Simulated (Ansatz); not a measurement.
# Ir: a line through a two-coordinate scan, part 2 of 2

How does the energy of Ir (Fm-3m, No. 225; 1 atom in the cell) vary with volume per atom, at c/a of the conventional cell = 0.629?

Ansatz 0.2.0; DFT PBE, scalar-relativistic, plane waves, PAW. Earlier steps stand in the parts before.

### Step 10. The run at (14.958 Å³, 0.629)

Input file input.yaml:

```yaml
crystal:
  lattice:
    - [0.0, 2.2821889929, 1.4359533144]
    - [2.2821889929, 0.0, 1.4359533144]
    - [2.2821889929, 2.2821889929, 0.0]
  atoms:
    - { symbol: Ir, position: [0.0, 0.0, 0.0] }
basis:
  ecutwfc: 420
kpoints:
  mp_grid: { grid: [22, 22, 22] }
hamiltonian:
  xc: pbe
  pseudopotentials: { kind: paw, azcp: { folder: soft_1 } }
scf:
  occupations: { method: gaussian, width: 0.15 }
output:
  forces: true
  stress: true
  eigenvalues: true
  write_density: true
  write_potential: true
  elf: true
  volumetric_format: npy
```

Command:

```bash
$ ansatz run input.yaml --threads 1 --pin off --max-ram 2048MiB --backend cpu --events-out ev --progress --plain --runs-dir out
```

Log (excerpt; [...] marks lines left out):

```text
Warning: RAYON_NUM_THREADS=1 ignored (pool sized by the plan → 1); use --threads N
[...]
Pseudopotentials: kind: paw
Pseudopotential: Ir, paw, valence charge 17, recommended cutoff 420 eV (normal), <dir>
Functional definition: PBE
[...]
Crystal: 1 atoms, lattice volume = 14.958 Å³
Basis set: ecut = 420 eV, 297 PW (Γ), exchange–correlation on 40×40×48 points (8 copies of the dense FFT grid, shifted against one another)
Bands: 13, of which v1, the nominal top of the filled ones, is band 9 counted from 1 (8 counted from 0)
Symmetry: 16 space group operations
Space group: I4/mmm (ITA 139), of the structure as read, at distance tolerance 2.5e-5 Å
k-points: 834 of 10648
[...]
SCF iter   1: F=—  HF=-11936.440198 eV  |F-HF|=—  |Δ(HF+E_count)|=         —  Δρ=5.04e-2  dr2=2.03e-1  ethr=3.10e-3  ⟨swp⟩=5.0  Hψ=54780  notcnv=0
[...]
SCF iter   7: F=-11936.376843 eV  HF=-11936.376843 eV  |F-HF|=1.04e-10  |Δ(HF+E_count)|=   2.53e-9  Δρ=1.58e-6  dr2=8.12e-11  ethr=1.56e-10  ⟨swp⟩=4.8  Hψ=53438  notcnv=0
[...]
SCF converged after 7 iterations
Free energy (F): -11936.376843 eV
[...]
E sigma→0 (E₀):  -11936.366737 eV
Entropy (-TS):   -0.020211 eV (-20.211 meV/atom)
Fermi energy:    23.751597 eV
[...]
--- Forces (eV/Å), atoms counted from 1 ---
  atom   1  Ir     0.00000000     0.00000000    -0.00000000
[...]
--- Stress (GPa, compression-positive) ---
       10.093822       0.000000       0.000000
        0.000000      10.093822      -0.000000
        0.000000      -0.000000     -22.197489
  P = ⅓ Tr σ = -0.6699 GPa (-6.699 kbar)
--- Band table (eV; the first three rows and the last of 834) ---
  k-point 0: bands = ["-68.5870", "-25.1991", "-25.0024", "-25.0024", "13.5100", "19.6716", "20.8818", "20.8818", "22.1882", "24.0560", "39.3207", "39.3207", "41.9330"]
[...]
```

It took 4.5 s on 1 thread of AMD EPYC 9R45 (Zen 5), shared host; peak memory 0.44 GiB.

Axes a, b and c in the maps are those of this run's conventional cell (a, b, c = 3.228, 3.228, 2.872 Å).

Density in a lattice plane of the grid's cell (edges 3.23 and 2.87 Å, at 0.000 of the third edge), which holds Ir.

Values in e/Å³, 10 rows by 12 columns:
```
8.67 7.57 4.67 1.58 0.56 0.28 0.22 0.28 0.56 1.58 4.67 7.57
5.12 4.15 2.27 0.84 0.41 0.25 0.21 0.25 0.41 0.84 2.27 4.15
1.57 1.26 0.77 0.45 0.30 0.23 0.21 0.23 0.30 0.45 0.77 1.26
0.53 0.48 0.38 0.30 0.25 0.22 0.22 0.22 0.25 0.30 0.38 0.48
0.36 0.34 0.30 0.26 0.23 0.22 0.22 0.22 0.23 0.26 0.30 0.34
0.53 0.48 0.38 0.30 0.25 0.22 0.22 0.22 0.25 0.30 0.38 0.48
1.57 1.26 0.77 0.45 0.30 0.23 0.21 0.23 0.30 0.45 0.77 1.26
5.12 4.15 2.27 0.84 0.41 0.25 0.21 0.25 0.41 0.84 2.27 4.15
8.67 7.57 4.67 1.58 0.56 0.28 0.22 0.28 0.56 1.58 4.67 7.57
9.88 8.96 5.94 2.09 0.65 0.30 0.22 0.30 0.65 2.09 5.94 8.96
```
Columns run along the first of these edges and rows up along the second, over one cell in 12 and 10 even steps from the bottom left corner. Atoms in the plane (fractional): Ir at (0.00, 0.00).

ELF in the same plane.

Ten even steps from '0' (0.19) to '9' (0.61):
```
568999753100000135799986
788998642100000124689988
999876431100000113467899
887754221100000112245778
655432111100000111123455
332211111000000011111223
222111111000000011111122
222222111000000011122222
433322111000000011122333
222222111000000011122222
222111111000000011111122
332211111000000011111223
655432111100000111123455
887754221100000112245778
999876431100000113467899
788998642100000124689988
568999753100000135799986
457999853100000135899975
```
Columns run along the first of these edges and rows up along the second, over one cell in 24 and 18 even steps from the bottom left corner. Atoms in the plane (fractional): Ir at (0.00, 0.00).

Both are smooth fields of the valence electrons: close to the nuclei they are not physical.

On the map this point reads 459 meV/atom.

### Step 11. The run at (15.190 Å³, 0.629)

input.yaml: that of step 10 with these lines changed.

```diff
@@ -2,5 +2,5 @@
   lattice:
-    - [0.0, 2.2821889929, 1.4359533144]
-    - [2.2821889929, 0.0, 1.4359533144]
-    - [2.2821889929, 2.2821889929, 0.0]
+    - [0.0, 2.2939275014, 1.4433391839]
+    - [2.2939275014, 0.0, 1.4433391839]
+    - [2.2939275014, 2.2939275014, 0.0]
   atoms:
```

Command:

```bash
$ ansatz run input.yaml --threads 1 --pin off --max-ram 2048MiB --backend cpu --events-out ev --progress --plain --runs-dir out
```

Log (excerpt; [...] marks lines left out):

```text
[...]
SCF converged after 7 iterations
Free energy (F): -11936.372457 eV
[...]
E sigma→0 (E₀):  -11936.362094 eV
Entropy (-TS):   -0.020725 eV (-20.725 meV/atom)
Fermi energy:    23.291146 eV
[...]
--- Forces (eV/Å), atoms counted from 1 ---
  atom   1  Ir     0.00000000    -0.00000000     0.00000000
[...]
--- Stress (GPa, compression-positive) ---
        5.144989       0.000000      -0.000000
        0.000000       5.144989      -0.000000
       -0.000000      -0.000000     -26.232453
  P = ⅓ Tr σ = -5.3142 GPa (-53.142 kbar)
--- Band table (eV; the first three rows and the last of 834) ---
  k-point 0: bands = ["-69.0146", "-25.6386", "-25.4428", "-25.4428", "13.1985", "19.3042", "20.4858", "20.4858", "21.7666", "23.5898", "38.8667", "38.8667", "41.4552"]
[...]
```

Run time: 4.9 s. Hardware: 1 thread of AMD EPYC 9R45 (Zen 5), shared host; peak memory 0.45 GiB.

Axes a, b and c in the maps are those of this run's conventional cell (a, b, c = 3.244, 3.244, 2.887 Å).

Density in a lattice plane of the grid's cell (edges 3.24 and 2.89 Å, at 0.000 of the third edge), which holds Ir.

Ten even steps from '0' (0.21 e/Å³) to '9' (9.88 e/Å³):
```
998753100000000000135789
887642100000000000124678
665421000000000000012456
433210000000000000001233
111100000000000000000111
000000000000000000000000
000000000000000000000000
000000000000000000000000
000000000000000000000000
000000000000000000000000
000000000000000000000000
000000000000000000000000
111100000000000000000111
433210000000000000001233
665421000000000000012456
887642100000000000124678
998753100000000000135789
999753110000000001135799
```
Columns run along the first of these edges and rows up along the second, over one cell in 24 and 18 even steps from the bottom left corner. Atoms in the plane (fractional): Ir at (0.00, 0.00).

ELF in the same plane.

Values, 10 rows by 12 columns:
```
0.51 0.56 0.59 0.48 0.30 0.23 0.20 0.23 0.30 0.48 0.59 0.56
0.57 0.55 0.47 0.34 0.26 0.23 0.20 0.23 0.26 0.34 0.47 0.55
0.41 0.37 0.30 0.25 0.24 0.22 0.20 0.22 0.24 0.25 0.30 0.37
0.30 0.29 0.27 0.26 0.24 0.21 0.20 0.21 0.24 0.26 0.27 0.29
0.36 0.34 0.31 0.27 0.23 0.20 0.19 0.20 0.23 0.27 0.31 0.34
0.30 0.29 0.27 0.26 0.24 0.21 0.20 0.21 0.24 0.26 0.27 0.29
0.41 0.37 0.30 0.25 0.24 0.22 0.20 0.22 0.24 0.25 0.30 0.37
0.57 0.55 0.47 0.34 0.26 0.23 0.20 0.23 0.26 0.34 0.47 0.55
0.51 0.56 0.59 0.48 0.30 0.23 0.20 0.23 0.30 0.48 0.59 0.56
0.38 0.50 0.61 0.54 0.33 0.23 0.19 0.23 0.33 0.54 0.61 0.50
```
Columns run along the first of these edges and rows up along the second, over one cell in 12 and 10 even steps from the bottom left corner. Atoms in the plane (fractional): Ir at (0.00, 0.00).

Both are smooth fields of the valence electrons: close to the nuclei they are not physical.

On the map this point reads 463 meV/atom.

### Step 12. Point (15.422 Å³, 0.629)

input.yaml: that of step 11 with these lines changed.

```diff
@@ -2,5 +2,5 @@
   lattice:
-    - [0.0, 2.2939275014, 1.4433391839]
-    - [2.2939275014, 0.0, 1.4433391839]
-    - [2.2939275014, 2.2939275014, 0.0]
+    - [0.0, 2.305547087, 1.4506502271]
+    - [2.305547087, 0.0, 1.4506502271]
+    - [2.305547087, 2.305547087, 0.0]
   atoms:
```

Command:

```bash
$ ansatz run input.yaml --threads 1 --pin off --max-ram 2048MiB --backend cpu --events-out ev --progress --plain --runs-dir out
```

Log (excerpt; [...] marks lines left out):

```text
[...]
SCF converged after 7 iterations
Free energy (F): -11936.361657 eV
[...]
E sigma→0 (E₀):  -11936.351038 eV
Entropy (-TS):   -0.021238 eV (-21.238 meV/atom)
Fermi energy:    22.844343 eV
[...]
--- Forces (eV/Å), atoms counted from 1 ---
  atom   1  Ir    -0.00000000     0.00000000    -0.00000000
[...]
--- Stress (GPa, compression-positive) ---
        0.626195       0.000000       0.000000
        0.000000       0.626195       0.000000
        0.000000       0.000000     -29.862109
  P = ⅓ Tr σ = -9.5366 GPa (-95.366 kbar)
--- Band table (eV; the first three rows and the last of 834) ---
  k-point 0: bands = ["-69.4296", "-26.0647", "-25.8697", "-25.8697", "12.8972", "18.9472", "20.1012", "20.1012", "21.3571", "23.1373", "38.4243", "38.4243", "40.9896"]
[...]
```

Wall time 4.9 s (1 thread of AMD EPYC 9R45 (Zen 5), shared host); peak memory 0.45 GiB.

That is 474 meV/atom from the zero.

### Step 13. The run at (15.654 Å³, 0.629)

Input file input.yaml:

```yaml
crystal:
  lattice:
    - [0.0, 2.3170507168, 1.457888311]
    - [2.3170507168, 0.0, 1.457888311]
    - [2.3170507168, 2.3170507168, 0.0]
  atoms:
    - { symbol: Ir, position: [0.0, 0.0, 0.0] }
basis:
  ecutwfc: 420
kpoints:
  mp_grid: { grid: [22, 22, 22] }
hamiltonian:
  xc: pbe
  pseudopotentials: { kind: paw, azcp: { folder: soft_1 } }
scf:
  occupations: { method: gaussian, width: 0.15 }
output:
  forces: true
  stress: true
  eigenvalues: true
```

Command:

```bash
$ ansatz run input.yaml --threads 1 --pin off --max-ram 2048MiB --backend cpu --events-out ev --progress --plain --runs-dir out
```

Log (excerpt; [...] marks lines left out):

```text
[...]
SCF converged after 7 iterations
Free energy (F): -11936.345028 eV
[...]
E sigma→0 (E₀):  -11936.334152 eV
Entropy (-TS):   -0.021750 eV (-21.750 meV/atom)
Fermi energy:    22.410618 eV
[...]
--- Forces (eV/Å), atoms counted from 1 ---
  atom   1  Ir    -0.00000000     0.00000000    -0.00000000
[...]
--- Stress (GPa, compression-positive) ---
       -3.498153       0.000000       0.000000
        0.000000      -3.498153       0.000000
        0.000000       0.000000     -33.122138
  P = ⅓ Tr σ = -13.3728 GPa (-133.728 kbar)
--- Band table (eV; the first three rows and the last of 834) ---
  k-point 0: bands = ["-69.8326", "-26.4779", "-26.2839", "-26.2839", "12.6054", "18.6001", "19.7274", "19.7274", "20.9592", "22.6979", "37.9931", "37.9931", "40.5359"]
[...]
```

It took 3.6 s on 1 thread of AMD EPYC 9R45 (Zen 5), shared host; peak memory 0.46 GiB.

Energy on the map's scale: 491 meV/atom.

### Step 14. Results

What follows sums up all 2 parts.

| volume per atom (Å³) | step | energy (meV/atom) | slope (meV/atom per Å³) | pressure (GPa) |
| --- | --- | --- | --- | --- |
| 13.335 | 3 | 670 | −296 | 47 |
| 13.567 | 4 | 608 | −240 | 39 |
| 13.799 | 5 | 558 | −190 | 30 |
| 14.030 | 7 | 519 | −143 | 23 |
| 14.262 | 8 | 491 | −101 | 16 |
| 14.494 | 9 | 472 | −63 | 10 |
| 14.726 | – | 462 | −28 | 4 |
| 14.958 | 10 | 459 | 4 | −1 |
| 15.190 | 11 | 463 | 33 | −5 |
| 15.422 | 12 | 474 | 60 | −10 |
| 15.654 | 13 | 491 | 83 | −13 |

Energies count from the relaxed crystal. Rows without a step come from runs not printed here or follow by symmetry. Slopes come from the forces (and the stress, where the cell changes), not from differences of energies.

```csv
run,outcome
"step 6, run with n_extra_bands 1, ecutwfc left out (against step 5)",0.0 meV/atom
```

Along the line the energy is lowest at 14.958 Å³, 459 meV/atom from the zero. A fit to energies and slopes at the lowest point and its two neighbours puts the minimum at 14.9267 Å³, with a curvature of about 130 meV/atom per (Å³)². V·d²E/dV² there is about 320 GPa, a bulk modulus under this line's constraint. The highest point computed, at 13.335 Å³, lies 211 meV/atom above the lowest. This is one cut through a surface in two coordinates; the map's lowest point lies off it. Spin-orbit coupling is left out for Ir.
